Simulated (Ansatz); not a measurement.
**fcc Ag(100) / fcc Au(100) interface: transmission and 2AR**

Wanted: 2AR for the fcc Ag(100) / fcc Au(100) interface, at several levels.

Program: Ansatz 0.2.0. Level of theory: Ansatz plane-wave DFT, PBE, PAW files; ballistic transport by layer matching (Landauer), zero bias; PAW set soft_1, in the first sound run; inputs show where later runs differ. Results are calculated unless marked as measured.

**1. Starting point**

The cell holds 20 atoms: 10 Ag and 10 Au. Cell: a = 2.887 Å, b = 2.887 Å, c = 40.822 Å, α = 90.0°, β = 90.0°, γ = 90.0°. It derives from Ag and Au. Regions: Ag, 10 atoms (10 Ag); Au, 10 atoms (10 Au). The structure's axis is c.

**2. Transmission: PBE**

Both metals share one in-plane lattice, the mean of the two, each at its own atomic volume. The two leads are named in the middle of each metal, so that only one of the cell's two interfaces is crossed. The mesh across the current, 42×42, is finer than the density's, because channels open and close sharply across the zone. Energies from -0.27 to 0.27 eV in steps of 0.036 eV cover the slope of the Fermi function at 300 K, so the program can form a conductance.

Contents of input.yaml:

```yaml
crystal:
  lattice:
    - [2.8865689798, 0.0, 0.0]
    - [0.0, 2.8865689798, 0.0]
    - [0.0, 0.0, 40.8223661177]
  atoms:
    - { symbol: Ag, position: [0.0, 0.0, 0.0244963753] }
    - { symbol: Ag, position: [0.5, 0.5, 0.074642435] }
    - { symbol: Ag, position: [0.0, 0.0, 0.1247884946] }
    - { symbol: Ag, position: [0.5, 0.5, 0.1749345543] }
    - { symbol: Ag, position: [0.0, 0.0, 0.225080614] }
    - { symbol: Ag, position: [0.5, 0.5, 0.2752266737] }
    - { symbol: Ag, position: [0.0, 0.0, 0.3253727334] }
    - { symbol: Ag, position: [0.5, 0.5, 0.3755187931] }
    - { symbol: Ag, position: [0.0, 0.0, 0.4256648527] }
    - { symbol: Ag, position: [0.5, 0.5, 0.4758109124] }
    - { symbol: Au, position: [0.0, 0.0, 0.5258109124] }
    - { symbol: Au, position: [0.5, 0.5, 0.5756648527] }
    - { symbol: Au, position: [0.0, 0.0, 0.6255187931] }
    - { symbol: Au, position: [0.5, 0.5, 0.6753727334] }
    - { symbol: Au, position: [0.0, 0.0, 0.7252266737] }
    - { symbol: Au, position: [0.5, 0.5, 0.775080614] }
    - { symbol: Au, position: [0.0, 0.0, 0.8249345543] }
    - { symbol: Au, position: [0.5, 0.5, 0.8747884946] }
    - { symbol: Au, position: [0.0, 0.0, 0.924642435] }
    - { symbol: Au, position: [0.5, 0.5, 0.9744963753] }
kpoints:
  mp_grid: { grid: [13, 13, 1] }
hamiltonian:
  xc: pbe
  pseudopotentials: { kind: paw, azcp: { folder: soft_1 } }
scf:
  occupations: { method: fermi_dirac, width: 0.1 }
output:
  transmission:
    leads: [[4, 5], [14, 15]]
    kmesh: [42, 42]
    e_range: [-0.27, 0.27]
    de: 0.036
  write_potential: true
  write_density: true
  volumetric_format: npy
  elf: true
```

Launch:

```
ansatz run input.yaml --threads 4 --pin off --max-ram 15360MiB --backend cpu --events-out ev --progress --plain --runs-dir out
```

Numbers of over 12 decimals in the logs are rounded to 6 here.

What it wrote:

```text
Engine: ansatz 0.2.0, aarch64-unknown-linux-gnu
Pseudopotentials: kind: paw
Pseudopotential: Ag, paw, valence charge 19, recommended cutoff 420 eV (normal), soft_1/Ag.paw.azcp
Pseudopotential: Au, paw, valence charge 19, recommended cutoff 420 eV (normal), soft_1/Au.paw.azcp
Functional definition: PBE
  parameter kappa = 0.804
  parameter beta = 0.066725
  exchange = pbe_x(kappa = kappa, mu = beta*pi^2/3)
  correlation = pbe_c(beta = beta)
Crystal: 20 atoms, lattice volume = 340.143 Å³
Basis set: ecut = 420 eV, 6629 PW (Γ)
Bands: 228, of which v1, the nominal top of the filled ones, is band 190 counted from 1 (189 counted from 0)
Symmetry: 16 space group operations
Space group: P4/nmm (ITA 129), of the structure as read, at distance tolerance 7.0e-5 Å
k-points: 28 of 169
Non-local potential: Ag, projectors of the file, l = 0: 3, l = 1: 2, l = 2: 2, l = 3: 1
Non-local potential: Au, projectors of the file, l = 0: 3, l = 1: 2, l = 2: 2, l = 3: 1
PAW form: soft (Blöchl's): semilocal exchange-correlation on the pseudo side does not see the compensation charge
PAW one-centre angular grid: Ag, 590 points (default); XC on 64 Gauss nodes
PAW one-centre angular grid: Au, 590 points (default); XC on 64 Gauss nodes
Initial density: superposition of atomic densities (chi_scale 0.1, normalization cell, long waves of neutral atoms (reshape's long-wave potential 103.44 eV rms, cloud 2.81 Å wide))
Initial wavefunctions: pseudopotential atomic-orbital guess
Functional: x = pbe(κ = 0.804, μ = 0.219515), c = pbe(β = 0.066725)
SCF iter   1: F=—  HF=-207437.165814 eV  |F-HF|=—  |Δ(HF+E_count)|=         —  Δρ=1.30e-1  dr2=8.34e2  ethr=3.10e-3  ⟨swp⟩=4.5  Hψ=19214  notcnv=0  defer=302
preconditioner: auto → Kerker (q_TF=auto, 2.779 Å⁻¹)  [metal: Δε(μ)=0.006 eV  Ē_g=10.597 eV  σ=0.100 eV  W_gap=0.01  n_scr=128 (ndim 8)  ℏωp=29.9 eV  f_vac=0.000  D(μ)=13.27/eV (n_scr^D=110)]
SCF iter   2: F=—  HF=-207425.586991 eV  |F-HF|=—  |Δ(HF+E_count)|=    1.16e1  Δρ=6.78e-2  dr2=3.46e2  ethr=3.10e-3  ⟨swp⟩=2.0  Hψ=10143  notcnv=0  defer=622
SCF iter   3: F=—  HF=-207419.618622 eV  |F-HF|=—  |Δ(HF+E_count)|=    5.97e0  Δρ=1.88e-2  dr2=6.81e1  ethr=3.10e-3  ⟨swp⟩=2.3  Hψ=10574  notcnv=0  defer=659
SCF iter   4: F=—  HF=-207418.431656 eV  |F-HF|=—  |Δ(HF+E_count)|=    1.19e0  Δρ=8.21e-3  dr2=1.18e1  ethr=3.10e-3  ⟨swp⟩=1.7  Hψ=7415  notcnv=0  defer=673
SCF iter   5: F=—  HF=-207418.163324 eV  |F-HF|=—  |Δ(HF+E_count)|=   2.68e-1  Δρ=5.02e-3  dr2=2.75e0  ethr=3.09e-3  ⟨swp⟩=1.5  Hψ=6338  notcnv=0  defer=671
SCF iter   6: F=—  HF=-207418.103297 eV  |F-HF|=—  |Δ(HF+E_count)|=   6.00e-2  Δρ=2.06e-3  dr2=6.66e-1  ethr=7.23e-4  ⟨swp⟩=1.7  Hψ=6814  notcnv=0  defer=675
SCF iter   7: F=—  HF=-207418.088519 eV  |F-HF|=—  |Δ(HF+E_count)|=   1.48e-2  Δρ=8.32e-4  dr2=1.22e-1  ethr=1.75e-4  ⟨swp⟩=1.0  Hψ=6075  notcnv=0  defer=675
SCF iter   8: F=—  HF=-207418.084477 eV  |F-HF|=—  |Δ(HF+E_count)|=   4.04e-3  Δρ=3.76e-4  dr2=1.86e-2  ethr=3.20e-5  ⟨swp⟩=1.0  Hψ=5940  notcnv=0  defer=675
SCF iter   9: F=—  HF=-207418.083975 eV  |F-HF|=—  |Δ(HF+E_count)|=   5.02e-4  Δρ=1.51e-4  dr2=1.21e-3  ethr=4.91e-6  ⟨swp⟩=1.0  Hψ=5707  notcnv=0  defer=675
SCF iter  10: F=—  HF=-207418.083929 eV  |F-HF|=—  |Δ(HF+E_count)|=   4.59e-5  Δρ=7.84e-5  dr2=2.49e-4  ethr=3.19e-7  ⟨swp⟩=1.1  Hψ=5710  notcnv=0  defer=675
SCF iter  11: F=—  HF=-207418.083914 eV  |F-HF|=—  |Δ(HF+E_count)|=   1.53e-5  Δρ=2.67e-5  dr2=5.42e-5  ethr=6.54e-8  ⟨swp⟩=1.0  Hψ=5708  notcnv=0  defer=675
SCF iter  12: F=—  HF=-207418.083790 eV  |F-HF|=—  |Δ(HF+E_count)|=   1.24e-4  Δρ=1.61e-5  dr2=6.73e-6  ethr=1.43e-8  ⟨swp⟩=1.0  Hψ=6165  notcnv=0  defer=676
SCF iter  13: F=—  HF=-207418.083790 eV  |F-HF|=—  |Δ(HF+E_count)|=   3.76e-7  Δρ=6.17e-6  dr2=2.41e-6  ethr=1.77e-9  ⟨swp⟩=1.8  Hψ=7017  notcnv=0  defer=676
SCF iter  14: F=—  HF=-207418.083790 eV  |F-HF|=—  |Δ(HF+E_count)|=   6.76e-8  Δρ=2.33e-6  dr2=4.32e-7  ethr=6.34e-10  ⟨swp⟩=1.0  Hψ=5707  notcnv=0  defer=676
SCF iter  15: F=-207418.083790 eV  HF=-207418.083790 eV  |F-HF|=3.76e-8  |Δ(HF+E_count)|=   9.75e-9  Δρ=9.99e-7  dr2=3.89e-8  ethr=2.63e-11  ⟨swp⟩=11.0  Hψ=24975  notcnv=0
SCF 1 converged in 15 iterations: F = -207418.083790 eV  dr2 = 3.89e-8
  greatest PAW one-centre occupation: 1.001 electrons in one spin orbital (limit 2), on the Ag atom at site 8 (counted from 0), in its partial waves of l = 0
transmission: 735 of 7337 steps passed
transmission: 1468 of 7337 steps passed
[...]
transmission: 7337 of 7337 steps passed
SCF converged after 15 iterations
Free energy (F): -207418.083790 eV
Harris-Foulkes:  -207418.083790 eV  (|F-HF|=3.76e-8)
Internal energy: -207417.903706 eV  (E = F + TS)
E sigma→0 (E₀):  -207417.993748 eV
Entropy (-TS):   -0.180084 eV (-9.004 meV/atom)
Fermi energy:    19.016336 eV
--- Per-component energies (eV) ---
  E_band       = -4426.345711
  E_kinetic    = 10462.543983
  E_local      = -37785.109460  (includes V_loc(G=0)·N_el)
  E_nonlocal   = 1296.406727
  E_hartree    = 17596.903302
  E_xc         = -3748.086568
  E_vxc        = -4634.311347  (∫ρ·V_xc dr)
  E_paw        = -136868.550587  (= ΣΔE_a)
  E_vpaw       = -8959.698366  (= ΣTr[D̂ρ^β])
  E_aug_tail   = 0.020864  (compensation charges beyond the density's cutoff)
  E_ewald      = -58372.031966
  E_smearing   = -0.180084  (= −TS)
  E_closure    = -0.000000  (closes the sum)
  Σ components = -207418.083790   (vs F -207418.083790, Δ=0.00e0)
--- Band table (eV; the first three rows and the last of 28) ---
  k-point 0: bands = [... 186 lower, 16.7604, 16.7612, 16.7950, 16.8686, 16.9373, 17.0408, 17.0408, 17.2584, ... 34 higher]
  k-point 1: bands = [... 186 lower, 16.7093, 16.7365, 16.7999, 16.8383, 16.9465, 17.1049, 17.2384, 17.3697, ... 34 higher]
  k-point 2: bands = [... 186 lower, 16.7277, 16.8915, 17.0310, 17.0618, 17.0805, 17.1270, 17.1598, 18.1827, ... 34 higher]
  k-point 27: bands = [... 186 lower, 21.0182, 21.0631, 21.7111, 21.7174, 21.9862, 22.0083, 22.7717, 22.8087, ... 34 higher]
--- Transmission ---
  basis      : 69 plane waves across, 29 finite elements along
  points     : 253, standing for a mesh of 42 x 42
  filling    : by the input's occupations and mesh, since the crystals that have channels conduct as metals do. If one of these is a semiconductor, that mesh has misplaced its level
  energies   : 16 from -0.270000 to 0.270000 eV about the Fermi level, 0.036000 eV apart; the leads are filled to 0.000000 eV, and channels, transmission and decay are at 0.018000 eV
  crystal 0  : Ag1, at the sites [4, 5], period 2.0471 Å, over 20.47 Å; its Hamiltonian steps by up to 0.8 meV
    offset         : up to 0.0000 Å between an atom of the period and one for which it stands
    filled         : 30.4 meV over the level at which it is neutral
    channels       : 9.212018e-1 a spin
    conductance    : 8.6048e14 S/m² at 300 K; may be off by some 0.0 % by where its bands' edges are placed, 2.3 % from the k-mesh, 0.1 % from the distance to neutral
    slowest decay  : 0.0441 /Å at (0.4762, 0.0476)
  crystal 1  : Au1, at the sites [14, 15], period 2.0352 Å, over 20.35 Å; its Hamiltonian steps by up to 0.3 meV
    offset         : up to 0.0000 Å between an atom of the period and one for which it stands
    filled         : 2.4 meV over the level at which it is neutral
    channels       : 9.529478e-1 a spin
    conductance    : 8.8760e14 S/m² at 300 K; may be off by some 0.0 % by where its bands' edges are placed, 2.2 % from the k-mesh, 0.0 % from the distance to neutral
    slowest decay  : 0.0436 /Å at (0.4762, 0.3810)
  junction   : crystal 0 to crystal 1, 10.91 to 29.29 Å
    transmission   : 8.809403e-1 a spin
    conductance    : 8.2224e14 S/m² at 300 K (8.2036e14 on every other point, 8.2223e14 on every other energy)
    error estimate : 0.0 % from the energy spacing and 0.0 % from band edges of the leads and from resonances (wavevectors taken as independent; lower de), 1.9 % from the k-mesh, 0.0 % from the steps of its leads' Hamiltonians or their offsets (lay more layers), 0.1 % from the distance to neutral
    resistance     : 7.1756e-5 Ω µm² beyond half of each lead's own
```

Run time: 3.4 min. Hardware: 4 threads of Arm Neoverse V1, shared host; peak memory 2.4 GiB.

This step gave:

```
free energy                                                                : -207418.0838 eV
energy at zero smearing                                                    : -207417.9937 eV
Fermi energy                                                               : 19.02 eV
cell area                                                                  : 8.332 Å²
step of the lead's potential                                               : 0.8 meV
ballistic conductance of the lead                                          : 8.60e14 S/m²
estimated errors of the lead's conductance                                 : 0, 2.3, 0.1 % (band edges, k-mesh, distance from neutral)
lead conductance per cell                                                  : 0.9254 G₀
step of the upper lead's potential                                         : 0.3 meV
ballistic conductance of the upper lead                                    : 8.88e14 S/m²
conductance of the junction                                                : 8.22e14 S/m²
junction conductance per cell                                              : 0.8842 G₀
estimated errors of the junction's conductance                             : 0, 0, 1.9, 0, 0.1 % (energy step, band edges, k-mesh, leads' steps, distance from neutral)
area resistance that the stack adds (contact term taken off, spin by spin) : 0.07176 fΩ m²
```

Per spin. Table of transmission, zone mean by energy, zero at the Fermi level:

```
energy (eV)  transmission, zone mean
     -0.270                    0.848
     -0.234                    0.858
     -0.198                    0.865
     -0.162                    0.871
     -0.126                    0.877
     -0.090                    0.881
     -0.054                    0.884
     -0.018                    0.887
      0.018                    0.881
      0.054                    0.885
      0.090                    0.890
      0.126                    0.894
      0.162                    0.897
      0.198                    0.901
      0.234                    0.909
      0.270                    0.913
```

Per spin. Open channels, zone mean against energy, zero at the Fermi level:

```
energy (eV)   lead  upper lead
     -0.270  0.892       0.912
     -0.234  0.910       0.921
     -0.198  0.910       0.926
     -0.162  0.910       0.930
     -0.126  0.912       0.939
     -0.090  0.926       0.939
     -0.054  0.930       0.953
     -0.018  0.926       0.957
      0.018  0.921       0.953
      0.054  0.930       0.955
      0.090  0.930       0.955
      0.126  0.935       0.964
      0.162  0.930       0.969
      0.198  0.935       0.964
      0.234  0.939       0.976
      0.270  0.948       0.976
```

Transmission over k1 and k2. At -0.0180 eV from the Fermi level (the log's summary may quote the solved energy on the other side of it).

Ten even steps from '_' (0.00) to '@' (1.68), each cell a mean:
```
__________::--++++++++++++++--::==++++++++++++++--::________
______--==++++++++++++++++++++++++++++++++++++++++++==::____
____--++++++++++++++++++++++++++++++++++++++++++++++++++::__
__::++++++++++++++++++++++++++++++++++++++++++++++++++++++..
..==++++++++++++++++++++++++++++++++++++++++++++++++++++++==
--++++++++++++++++++++++++++++++++++++++++++++++++++++++++++
@@++++++++++++++++++++++++++++++++++++++++++++++++++++++++++
@@++++++++++++++++++++++++++++++++++++++++++++++++++++++++++
%%++++++++++++++++++++++++++++++++++++++++++++++++++++++++++
..++++++++++++++++++++++++++++++++++++++++++++++++++++++++++
__--++++++++++++++++++++++++++++++++++++++++++++++++++++++..
__==++++++++++++++++++++++++++++++++++++++++++++++++++++++--
==++++++++++++++++++++++++++++++++++++++++++++++++++++++++++
@@++++++++++++++++++++++++++++++++++++++++++++++++++++++++++
@@++++++++++++++++++++++++++++++++++++++++++++++++++++++++++
**++++++++++++++++++++++++++++++++++++++++++++++++++++++++++
..++++++++++++++++++++++++++++++++++++++++++++++++++++++++++
__--++++++++++++++++++++++++++++++++++++++++++++++++++++++::
__..==++++++++++++++++++++++++++++++++++++++++++++++++++==__
____..==++++++++++++++++++++++++++++++++++++++++++++++==____
________--==++++++++++++++++++++++++++++++++++++++==::______
____________..::==%%%%%%##::____..--%%%%%%%%--::____________
```
Columns: k1 (b1) from -0.5 to 0.476; rows upwards: k2 (b2) from -0.5 to 0.476.

Open channels over k1 and k2. At -0.0180 eV from the Fermi level (the log's summary may quote the solved energy on the other side of it).

Ten even steps from '0' (0.00) to '9' (1.71), each cell a mean:
```
000012455555684268555555321000
000355555555555555555555555200
014555555555555555555555555530
035555555555555555555555555551
155555555555555555555555555555
355555555555555555555555555555
955555555555555555555555555555
955555555555555555555555555555
965555555555555555555555555556
385555555555555555555555555559
035555555555555555555555555551
155555555555555555555555555555
675555555555555555555555555558
955555555555555555555555555555
955555555555555555555555555555
755555555555555555555555555555
155555555555555555555555555555
045555555555555555555555555552
025555555555555555555555555551
002555555555555555555555555410
000145555555565556555555553000
000000125888851036888832000000
```
Columns: k1 (b1) from -0.5 to 0.476; rows upwards: k2 (b2) from -0.5 to 0.476.

Electrostatic potential energy in the ca plane at fractional y = 0.000, with atoms of Ag and Au within 0.2 Å of it. With pseudopotentials it is smooth inside the atoms' cores, unlike the true potential.

Ten even steps from '0' (-29 eV) to '9' (22 eV), each cell a mean:
```
54654799999745645999998300038999984000279999
75445899999854457999999621269999997312589999
98778999999987789999999876789999999767899999
99999999999999999999999999999999999999999999
99889999999998899999999988899999999888999999
86557999999975568999999753579999998544799999
64444799999744446999998400148999995100389999
54774699999646845999997200028999983000179999
```
Columns run along c (16.0 Å, from fractional 0.30 to 0.70 of the cell; values clipped at the 3rd and 97th percentile), rows up along a (2.9 Å). Atoms in or near the plane, at fractional coordinates: Ag at (0.33, 0.00), Ag at (0.43, 0.00), Au at (0.53, 0.00), Au at (0.63, 0.00).

Valence density in the ca plane at fractional y = 0.000, with atoms of Ag and Au within 0.2 Å of it. It is the smooth field of the valence electrons, not physical close to the nuclei.

Ten steps, logarithmic in the rise over the least value, from '0' (0 e/Å³) to '9' (19 e/Å³), each cell a mean:
```
47996300000369974100002688852000025788631000
25664100000146652000001466631000013566420000
12331000000013321000001233311011011233210111
00110000000001100000000111110111100111101111
01111000000011110000000122210111101122100111
13553100000134531000001345421000012455310000
36886200000258863100002578742000014787521000
48997300000379984100002689862000025898631000
```
Columns run along c (16.0 Å, from fractional 0.30 to 0.70 of the cell), rows up along a (2.9 Å). Atoms in or near the plane, at fractional coordinates: Ag at (0.33, 0.00), Ag at (0.43, 0.00), Au at (0.53, 0.00), Au at (0.63, 0.00).

ELF in the ca plane at fractional y = 0.000, with atoms of Ag and Au within 0.2 Å of it. It is the smooth field of the valence electrons, not physical close to the nuclei.

Ten even steps from '0' (0.11) to '9' (0.79), each cell a mean:
```
35875200000257853100012568652000024687531000
13543100000134531000012355531000013455321000
11221110001112211100001223211111111232211111
10001110001110001100001111111111111111111111
11111110001111111100001122111111111122111111
12332100000123321000011244421100112344211000
24664100000146652000012466642000014566421000
36985200000258963100013579752000025798531000
```
Columns run along c (16.0 Å, from fractional 0.30 to 0.70 of the cell), rows up along a (2.9 Å). Atoms in or near the plane, at fractional coordinates: Ag at (0.33, 0.00), Ag at (0.43, 0.00), Au at (0.53, 0.00), Au at (0.63, 0.00).

The larger of the two leads' potential steps is 0.8 meV from period to period, small in itself. The program estimates the junction's conductance to 1.9 % from the k-mesh, 0.1 % from the leads' distance from neutral and 0 % from their steps.

**3. Resistance: PBE**

This step: Ansatz plane-wave DFT, PBE, PAW files; ballistic transport by layer matching (Landauer), zero bias; specific resistance of one interface, 1/T less the mean of the leads' 1/N; PAW set soft_1 (Ansatz 0.2.0).

This step gave:

| Quantity | Value |
| --- | --- |
| area resistance | 0.07304 fΩ m² |
| T over the leads' mean channel count | 0.9397 |
| twice the interface resistance (2AR, or 2AR* for magnets) | 0.1461 fΩ m² |

Twice the interface resistance is 0.146 fΩ m² here.

By hand, with T and the leads' channels N averaged over the energies near the Fermi level: RA = A (h/2e²)(1/T − ½[1/N₁ + 1/N₂]) = 8.332×10⁻²⁰ m² × 12 906 Ω × (1/0.8841 − ½[1/0.9269 + 1/0.9546]) = 0.0730 fΩ m².

(Continued in part 2 of 2.)

[Logs are printed without paths, hosts, clocks, repeated set-up lines and the standing remarks that a program may print on its own settings, such as how far it seeks lower states.]

[Hosts, paths, dates, database ids (printed as entryN), source tags and the programs' standing remarks are cut or masked in the printed files.]
